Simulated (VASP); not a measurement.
PtSe2: relaxation of cell and atoms with PBE+D4

PtSe2:

```xyz
3
Lattice="3.7703 0.0000 0.0000 -1.8852 3.2652 0.0000 0.0000 0.0000 4.8252" Properties=species:S:1:pos:R:3 pbc="T T T"
Pt    0.0000    0.0000    0.0000
Se    0.0000    2.1768    1.2832
Se    1.8852    1.0884    3.5420
```

| Quantity | Value |
| --- | --- |
| Program | VASP 6.6.1 |
| Task | relaxation of cell and atoms |
| Functional | PBE |
| Dispersion | D4 |
| Potentials or basis | VASP PAW PBE potentials, release 64 (Pt, Se) |
| Cutoff | 520 eV |
| k mesh | 9 × 9 × 6 |
| Occupations | gaussian, width 0.02 eV |
| Spin | no spin polarisation |
| Further INCAR settings | ALGO = Fast; EDIFF = 1e-07; IBRION = 2; EDIFFG = -0.002; NSW = 80; ISIF = 3 |

```yaml
Energy_gained_by_relaxing: 0.0 meV/atom
Ionic_steps: 4
Pressure_after_relaxing: 0.0 GPa
Band_gap_on_the_k_mesh: none (metal or under the smearing width)
Dispersion_energy_per_atom: -0.513 eV
```

Final structure:
```xyz
3
Lattice="3.7707 0.0000 0.0000 -1.8853 3.2655 0.0000 0.0000 0.0000 4.8241" Properties=species:S:1:pos:R:3 pbc="T T T"
Pt    0.0000    0.0000    0.0000
Se    0.0000    2.1770    1.2828
Se    1.8853    1.0885    3.5413
```

Levels at points of the mesh, in eV from the Fermi level:
```tsv
k point	band 9	band 10	band 11	band 12	band 13	band 14
(0.00, 0.00, 0.00)	-1.02	-1.02	0.77	1.05	1.05	3.35
(0.00, 0.00, 0.50)	-1.73	-1.73	-1.72	2.31	2.31	4.98
```

It took 31 s on 4 MPI ranks on AMD EPYC 7R13 Processor (Zen 3), with other jobs on the host, peak memory 0.19 GiB a rank.

Caveat: pairwise dispersion overbinds metals, which lowers pressure and volume. The run has no spin-orbit coupling, so splittings on Pt are missing.
